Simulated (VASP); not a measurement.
## VASP 6.6.1 run: HgTe

INCAR

```
IBRION = -1
LCHARG = .FALSE.
ISMEAR = -1
LWAVE = .FALSE.
LREAL = .FALSE.
NBANDS = 16
PREC = Accurate
ALGO = Conjugate
NELM = 91
ENCUT = 520
IVDW = 21
GGA = PE
ISIF = 2
EDIFF = 1E-7
SIGMA = 0.02
NSW = 0
LASPH = .TRUE.
```

KPOINTS

```
KPOINTS created by Atomic Simulation Environment
0
Gamma
6 6 6
0 0 0
```

POSCAR

```
Hg Te
 1.0000000000000000
     0.0000000000000000    3.2891578873062031    3.2891578873062031
     3.2891578873062031    0.0000000000000000    3.2891578873062031
     3.2891578873062031    3.2891578873062031    0.0000000000000000
 Hg  Te
   1   1
Cartesian
  0.0000000000000000  0.0000000000000000  0.0000000000000000
  1.6445789436531015  1.6445789436531015  1.6445789436531015
```

The recommended PBE PAW datasets give the neutral cell 18 valence electrons.

Command

```
mpirun -np 1 vasp_std
```

OSZICAR

```
N       E                     dE             d eps       ncg     rms           ort
DAV:   1     0.105072291608E+03    0.10507E+03   -0.89516E+03   256   0.105E+03
DAV:   2    -0.303794852664E-01   -0.10510E+03   -0.97611E+02   256   0.225E+02
DAV:   3    -0.380033859582E+01   -0.37700E+01   -0.37602E+01   256   0.442E+01
DAV:   4    -0.383707069053E+01   -0.36732E-01   -0.36730E-01   256   0.395E+00
DAV:   5    -0.383716451938E+01   -0.93829E-04   -0.93828E-04   256   0.190E-01
SDA:   6    -0.329239006769E+01    0.54477E+00   -0.93828E-04   256   0.155E+01   0.000E+00
CGA:   7    -0.358721749851E+01   -0.29483E+00   -0.29499E+00   256   0.945E-01   0.625E-02
CGA:   8    -0.362470951510E+01   -0.37492E-01   -0.37409E-01   256   0.124E-01   0.478E-03
CGA:   9    -0.363000086708E+01   -0.52914E-02   -0.52802E-02   256   0.160E-02   0.549E-04
CGA:  10    -0.363055181102E+01   -0.55094E-03   -0.55212E-03   256   0.261E-03  -0.117E-04
CGA:  11    -0.363062771296E+01   -0.75902E-04   -0.75611E-04   256   0.304E-04   0.684E-05
CGA:  12    -0.363063976629E+01   -0.12053E-04   -0.12002E-04   256   0.428E-05   0.389E-06
CGA:  13    -0.363064160928E+01   -0.18430E-05   -0.17972E-05   256   0.840E-06   0.308E-06
SDA:  14    -0.363064184287E+01   -0.23359E-06   -0.23937E-06   256   0.229E-06   0.348E-06
SDA:  15    -0.363064191461E+01   -0.71737E-07   -0.69287E-07   256   0.821E-07   0.107E-06
   1 F= -.40756245E+01 E0= -.40754476E+01  d E =-.353671E-03
```

Standard output (part)

```
POSCAR found type information on POSCAR HgTe
 POSCAR found :  2 types and       2 ions
 LDA part: xc-table for (Slater+PW92), standard interpolation
 POSCAR, INCAR and KPOINTS ok, starting setup
 WAVECAR not read
 entering main loop
 gam= 0.000 g(H,U,f)=  0.103E+01 0.522E+00 0.143E-08 ort(H,U,f) = 0.000E+00 0.000E+00 0.000E+00
 gam= 0.000 trial= 0.400  step=  0.3807 mean=  0.4000
 gam= 0.061 g(H,U,f)=  0.506E-01 0.439E-01 0.761E-09 ort(H,U,f) =-0.138E+00 0.145E+00 0.120E-08
 gam= 0.061 trial= 0.398  step=  0.7882 mean=  0.3981
 gam= 0.131 g(H,U,f)=  0.103E-01 0.209E-02 0.447E-11 ort(H,U,f) =-0.846E-02 0.894E-02-0.613E-10
 gam= 0.131 trial= 0.437  step=  0.8465 mean=  0.4371
 gam= 0.129 g(H,U,f)=  0.138E-02 0.217E-03 0.110E-11 ort(H,U,f) =-0.935E-03 0.990E-03-0.192E-11
 gam= 0.129 trial= 0.478  step=  0.6884 mean=  0.4780
 gam= 0.163 g(H,U,f)=  0.254E-03 0.677E-05 0.639E-13 ort(H,U,f) = 0.118E-04-0.234E-04 0.199E-12
 gam= 0.163 trial= 0.499  step=  0.5844 mean=  0.4991
 gam= 0.117 g(H,U,f)=  0.271E-04 0.329E-05 0.562E-13 ort(H,U,f) = 0.119E-06 0.672E-05 0.905E-13
 gam= 0.117 trial= 0.508  step=  0.7701 mean=  0.5076
 gam= 0.141 g(H,U,f)=  0.372E-05 0.558E-06 0.100E-13 ort(H,U,f) =-0.981E-06 0.137E-05 0.282E-13
 gam= 0.141 trial= 0.534  step=  0.8295 mean=  0.5339
 gam= 0.196 g(H,U,f)=  0.762E-06 0.787E-07 0.269E-15 ort(H,U,f) = 0.895E-07 0.218E-06 0.159E-14
 gam= 0.196 trial= 0.563  step=  0.5314 mean=  0.5634
...
```

From OUTCAR

```
k-points           NKPTS =     16   k-points in BZ     NKDIM =     16   number of bands    NBANDS=     16

   NELECT =      18.0000    total number of electrons

   dimension x,y,z NGX =    36 NGY =   36 NGZ =   36
   dimension x,y,z NGXF=    72 NGYF=   72 NGZF=   72

  energy-cutoff  :      520.00
  volume of cell :       71.17
      direct lattice vectors                 reciprocal lattice vectors
     0.000000000  3.289157887  3.289157887    -0.152014594  0.152014594  0.152014594
     3.289157887  0.000000000  3.289157887     0.152014594 -0.152014594  0.152014594
     3.289157887  3.289157887  0.000000000     0.152014594  0.152014594 -0.152014594

 k-points in reciprocal lattice and weights: KPOINTS created by Atomic Simulation Env
   0.00000000  0.00000000  0.00000000       0.005
   0.16666667  0.00000000  0.00000000       0.037
   0.33333333  0.00000000  0.00000000       0.037
   0.50000000  0.00000000  0.00000000       0.019
   0.16666667  0.16666667  0.00000000       0.028
   0.33333333  0.16666667  0.00000000       0.111
   0.50000000  0.16666667  0.00000000       0.111
  -0.33333333  0.16666667  0.00000000       0.111
   ...

 E-fermi :   2.5739

 k-point     1 :       0.0000    0.0000    0.0000
  band No.  band energies     occupation
      1      -9.0622      2.00000
      2      -4.5045      2.00000
      3      -4.5045      2.00000
      4      -4.5045      2.00000
      5      -4.0370      2.00000
      6      -4.0370      2.00000
      7       1.7077      2.00000
      8       2.5602      1.33335
      9       2.5602      1.33335
     10       2.5602      1.33335
     11       6.8784      0.00000
     12       6.8784      0.00000
     13       6.8784      0.00000
     14       9.0612      0.00000
     15      12.0354      0.00000
     16      12.0367      0.00000

 k-point     2 :       0.1667    0.0000    0.0000
  band No.  band energies     occupation
      1      -8.9434      2.00000
      2      -4.4725      2.00000
      3      -4.4725      2.00000
      4      -4.4470      2.00000
      5      -4.0392      2.00000
      6      -4.0392      2.00000
      7       0.2441      2.00000
      8       2.3024      2.00000
      9       2.3024      2.00000
     10       3.3081      0.00000
     11       6.8861      0.00000
     12       7.2239      0.00000
     13       7.2239      0.00000
     14      10.3218      0.00000
     15      11.1268      0.00000
     16      11.1268      0.00000

 k-point     3 :       0.3333    0.0000    0.0000
  band No.  band energies     occupation
      1      -8.6895      2.00000
      2      -4.4168      2.00000
      3      -4.4168      2.00000
      4      -4.1740      2.00000
      5      -4.0310      2.00000
      6      -4.0310      2.00000
      7      -1.5640      2.00000
      8       1.8664      2.00000
      9       1.8664      2.00000
     10       3.3511      0.00000
     11       7.6035      0.00000
     12       7.6035      0.00000
     13       8.3076      0.00000
     14      10.2074      0.00000
     15      11.4120      0.00000
     16      11.4120      0.00000

 ...

  Total       0.14157     0.14157     0.14157     0.00000     0.00000     0.00000
  in kB       3.18716     3.18716     3.18716     0.00000     0.00000     0.00000
  external pressure =        3.19 kB  Pullay stress =        0.00 kB

 POSITION                                       TOTAL-FORCE (eV/Angst)
 -----------------------------------------------------------------------------------
      0.00000      0.00000      0.00000        -0.000000     -0.000000     -0.000000
      1.64458      1.64458      1.64458         0.000000      0.000000      0.000000
 -----------------------------------------------------------------------------------
    total drift:                               -0.000000     -0.000000     -0.000000

  FREE ENERGIE OF THE ION-ELECTRON SYSTEM (eV)
  ---------------------------------------------------
  free  energy   TOTEN  =        -4.0756244717 eV

  energy  without entropy=       -4.0752708006  energy(sigma->0) =       -4.07544764
```

It converged. Results: gap between bands v and c on the k mesh 0.00 eV; least direct gap on the k mesh 0.00 eV; pressure 0.3 GPa. Band v is the last that the valence electrons fill when counted band by band, and c is the next.

For comparison, a separate PBE run of the intended cell, on usual settings and not on those above, gives a gap of 0.00 eV on its mesh and a pressure of 1.3 GPa.

The run above took about 90 s on one core of a shared host (Intel Xeon Platinum 8488C) and held 0.22 GiB at most.
